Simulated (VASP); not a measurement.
# Zn (Fm-3m) in VASP: notebook, part 2 of 2

VASP 6.6.1. Earlier steps stand in the parts before.

## Step 3: Single point, PBE, non-collinear spin, zero start, spin-orbit coupling

INCAR

```
SYSTEM = Zn
PREC = Accurate
ENCUT = 520
EDIFF = 1E-6
ISMEAR = 0
SIGMA = 0.05
LREAL = .FALSE.
LASPH = .TRUE.
NELM = 150
ALGO = Fast
ISIF = 2
LWAVE = .FALSE.
LCHARG = .FALSE.
MAGMOM = 0 0 0
LORBIT = 11
LSORBIT = .TRUE.
GGA_COMPAT = .FALSE.
LORBMOM = .TRUE.
GGA = PE
NBANDS = 23
```

KPOINTS

```
regular mesh
0
G
  18 18 18
  0 0 0
```

POSCAR

```
Zn
1.0
    0.0000000000      1.9639105308      1.9639105308
    1.9639105308      0.0000000000      1.9639105308
    1.9639105308      1.9639105308      0.0000000000
Zn
1
Direct
    0.0000000000      0.0000000000      0.0000000000
```

Potentials or basis: VASP PAW PBE potentials, release 64 (Zn).

On the command line:

```sh
cat potpaw_PBE.64/Zn/POTCAR > POTCAR
mpirun -np 1 vasp_ncl > vasp.out
```

OUTCAR:

```text
SYSTEM = Zn
   PREC = Accurate
   ENCUT = 520
   EDIFF = 1E-6
   ISMEAR = 0
   LREAL = .FALSE.
   LASPH = .TRUE.
   NELM = 150
   ISIF = 2
   LORBIT = 11
   LSORBIT = .TRUE.
   GGA = PE

 ion  position               nearest neighbor table
   1  0.000  0.000  0.000-

  LATTYP: Found a face centered cubic cell.
 ALAT       =     3.9278210616

  Lattice vectors:

 A1 = (   0.0000000000,   1.9639105308,   1.9639105308)
 A2 = (   1.9639105308,   0.0000000000,   1.9639105308)
 A3 = (   1.9639105308,   1.9639105308,   0.0000000000)

Analysis of symmetry for initial positions (statically):
=====================================================================
 Subroutine PRICEL returns:
 Original cell was already a primitive cell.

 Routine SETGRP: Setting up the symmetry group for a
 face centered cubic supercell.

 Subroutine GETGRP returns: Found 48 space group operations
 (whereof 48 operations were pure point group operations)
 out of a pool of 48 trial point group operations.

The static configuration has the point symmetry O_h .

Analysis of symmetry for dynamics (positions and initial velocities):
=====================================================================
 Subroutine PRICEL returns:
 Original cell was already a primitive cell.

 Routine SETGRP: Setting up the symmetry group for a
 face centered cubic supercell.

[... 834 lines left out ...]
  energy  without entropy=       -1.0892107237  energy(sigma->0) =       -1.08928137

 orbital moment (x)

 # of ion     p       d       tot
 ----------------------------------------
  1         0.000   0.000   0.000
 ----------------------------------------
            0.000   0.000   0.000

 orbital moment (y)

 # of ion     p       d       tot
 ----------------------------------------
  1         0.000   0.000   0.000
 ----------------------------------------
            0.000   0.000   0.000

 orbital moment (z)

 # of ion     p       d       tot
 ----------------------------------------
  1         0.000  -0.000  -0.000
 ----------------------------------------
            0.000  -0.000  -0.000

 Spin-Orbit-Coupling matrix elements

 Ion:    1  E_soc:     -0.0086716
 l=   1
     0.0000000    -0.0004029    -0.0004029
    -0.0004029     0.0000000    -0.0004029
    -0.0004029    -0.0004029     0.0000000
 l=   2
     0.0000000    -0.0002103     0.0000000    -0.0002103    -0.0008320
    -0.0002103     0.0000000    -0.0006240    -0.0002103    -0.0002080
     0.0000000    -0.0006240     0.0000000    -0.0006240     0.0000000
    -0.0002103    -0.0002103    -0.0006240     0.0000000    -0.0002080
    -0.0008320    -0.0002080     0.0000000    -0.0002080     0.0000000
 l=   3
     0.0000000     0.0000000     0.0000000     0.0000000     0.0000000     0.0000000     0.0000000
     0.0000000     0.0000000     0.0000000     0.0000000     0.0000000     0.0000000     0.0000000
     0.0000000     0.0000000     0.0000000     0.0000000     0.0000000     0.0000000     0.0000000
     0.0000000     0.0000000     0.0000000     0.0000000     0.0000000     0.0000000     0.0000000
     0.0000000     0.0000000     0.0000000     0.0000000     0.0000000     0.0000000     0.0000000
     0.0000000     0.0000000     0.0000000     0.0000000     0.0000000     0.0000000     0.0000000
     0.0000000     0.0000000     0.0000000     0.0000000     0.0000000     0.0000000     0.0000000

 total charge

# of ion       s       p       d       tot
------------------------------------------
    1        0.602   0.424   9.725  10.750

 magnetization (x)

# of ion       s       p       d       tot
------------------------------------------
    1       -0.000   0.000   0.000   0.000

 magnetization (y)

# of ion       s       p       d       tot
------------------------------------------
    1        0.000   0.000   0.000   0.000

 magnetization (z)

# of ion       s       p       d       tot
------------------------------------------
    1        0.000   0.000  -0.000  -0.000
```

It took 2.9 min on 1 thread of Intel Xeon Platinum 8488C (Sapphire Rapids), shared host; peak memory 0.25 GiB.

What came out:

- Free energy: -1.0894 eV
- Pressure: 0.4 GPa
- Net moment: 0.00 μB per cell
- Valence electrons inside the program's atomic spheres: Zn 10.75

Moments on the atoms (μB; x, y, z):
```
Zn  0.00 0.00 0.00
```

## Step 4: Single point, PBE, non-collinear spin, zero start, spin-orbit coupling

INCAR

```
PREC = Accurate
ENCUT = 520
EDIFF = 1E-6
ISMEAR = 0
SIGMA = 0.05
LREAL = F
LASPH = T
NELM = 150
ALGO = Fast
ISIF = 2
LWAVE = F
LCHARG = T
LNONCOLLINEAR = T
MAGMOM = 0 0 0
LORBIT = 11
LSORBIT = T
GGA_COMPAT = F
LORBMOM = T
GGA = PE
LVHAR = T
NBANDS = 23
```

KPOINTS

```
regular mesh
0
Gamma
  18 18 18
```

POSCAR

```
Zn
1.0
    0.0000000000      1.9628888914      1.9628888914
    1.9628888914      0.0000000000      1.9628888914
    1.9628888914      1.9628888914      0.0000000000
Zn
1
Direct
    0.0000000000      0.0000000000      0.0000000000
```

On the command line:

```sh
cat potpaw_PBE.64/Zn/POTCAR > POTCAR
mpirun -np 1 vasp_ncl > vasp.out
```

Wall time 2.5 min (1 thread of Intel Xeon Platinum 8488C (Sapphire Rapids), shared host); peak memory 0.25 GiB.

It converged, with:

- Free energy: -1.0893 eV
- Pressure: 0.5 GPa
- Net moment: 0.00 μB per cell
- Valence electrons inside the program's atomic spheres: Zn 10.75

Moments on the atoms (μB; x, y, z):
```
Zn  0.00 0.00 0.00
```

## Step 5: Single point, PBE

This run uses another cell than the first one, of 15.19 Å³/atom, 1.004 times its volume.

INCAR

```
PREC = Accurate ; ENCUT = 520
EDIFF = 1E-6 ; ISMEAR = 0
SIGMA = 0.05 ; LREAL = False
LASPH = True ; NELM = 60
ALGO = Normal ; ISIF = 2
LWAVE = False ; LCHARG = False
GGA = PE ; NBANDS = 12
```

KPOINTS

```
Automatic mesh
0
Gamma
  8 8 8
```

POSCAR

```
Zn
1.0
    0.0000000000      1.9655130775      1.9655130775
    1.9655130775      0.0000000000      1.9655130775
    1.9655130775      1.9655130775      0.0000000000
Zn
1
Direct
    0.0000000000      0.0000000000      0.0000000000
```

Potentials or basis: VASP PAW PBE potentials, release 64 (Zn).

On the command line:

```sh
cat potpaw_PBE.64/Zn/POTCAR > POTCAR
mpirun -np 1 vasp_std > vasp.out
```

OUTCAR:

```text
PREC = Accurate
   ENCUT = 520
   EDIFF = 1E-6
   ISMEAR = 0
   LREAL = False
   LASPH = True
   NELM = 60
   ISIF = 2
   GGA = PE

 ion  position               nearest neighbor table
   1  0.000  0.000  0.000-

  LATTYP: Found a face centered cubic cell.
 ALAT       =     3.9310261550

  Lattice vectors:

 A1 = (   0.0000000000,   1.9655130775,   1.9655130775)
 A2 = (   1.9655130775,   0.0000000000,   1.9655130775)
 A3 = (   1.9655130775,   1.9655130775,   0.0000000000)

[... 539 lines left out ...]
     12      31.3293      0.00000

 [... further k-points ...]

------------------------ aborting loop because EDIFF is reached ----------------------------------------

  FORCE on cell =-STRESS in cart. coord.  units (eV):
  Direction    XX          YY          ZZ          XY          YZ          ZX
  --------------------------------------------------------------------------------------
  -------------------------------------------------------------------------------------
  Total        0.0461532      0.0461532      0.0461532      0.0000000      0.0000000      0.0000000
  in kB        4.8691669      4.8691669      4.8691669      0.0000000      0.0000000      0.0000000
  external PRESSURE =       4.8691669 kB  Pullay stress =       0.0000000 kB

 VOLUME and BASIS-vectors are now :
 -----------------------------------------------------------------------------
  energy-cutoff  :      520.00
  volume of cell :       15.19
      direct lattice vectors                 reciprocal lattice vectors
     0.000000000  1.965513078  1.965513078    -0.254386504  0.254386504  0.254386504
     1.965513078  0.000000000  1.965513078     0.254386504 -0.254386504  0.254386504
     1.965513078  1.965513078  0.000000000     0.254386504  0.254386504 -0.254386504

 POSITION                                       TOTAL-FORCE (eV/Angst)
 -----------------------------------------------------------------------------------
      0.00000      0.00000      0.00000        -0.000000     -0.000000      0.000000
 -----------------------------------------------------------------------------------
    total drift:                               -0.000000      0.000000      0.000000

  FREE ENERGIE OF THE ION-ELECTRON SYSTEM (eV)
  ---------------------------------------------------
  free  energy   TOTEN  =        -1.0794276664 eV

  energy  without entropy=       -1.0789195002  energy(sigma->0) =       -1.07917358
```

stdout:

```text
POSCAR found type information on POSCAR Zn
 POSCAR found :  1 types and       1 ions
 scaLAPACK will be used
 LDA part: xc-table for (Slater+PW92), standard interpolation
 POSCAR, INCAR and KPOINTS ok, starting setup
 FFT: planning ... GRIDC
 FFT: planning ... GRID_SOFT
 FFT: planning ... GRID
 WAVECAR not read
 entering main loop
```

Run time: 4 s. Hardware: 1 thread of Intel Xeon Platinum 8488C (Sapphire Rapids), shared host; peak memory 0.13 GiB.

Results:

| Item | Value |
| --- | --- |
| Free energy | -1.0794 eV |
| Pressure | 0.5 GPa |
| Band gap on the k mesh | none (metal or under the smearing width) |

## Step 6: Overview

```csv
spin,cell,k mesh,gap on the mesh (eV),pressure (GPa),moment (μB)
off,"Fm-3m, 15.13 Å³/atom",8 × 8 × 8,none,0.7,-
"non-collinear, zero start, SOC","Fm-3m, 15.15 Å³/atom",18 × 18 × 18,-,0.4,0.00
"non-collinear, zero start, SOC","Fm-3m, 15.13 Å³/atom",18 × 18 × 18,-,0.5,0.00
off,"Fm-3m, 15.19 Å³/atom",8 × 8 × 8,none,0.5,-
```

Alike in all rows: task single point; level PBE; potentials or basis VASP PAW PBE potentials, release 64 (Zn); cutoff (eV) 520; smearing gaussian 0.05 eV.

Absolute energies hang on the potentials; compare differences alone.
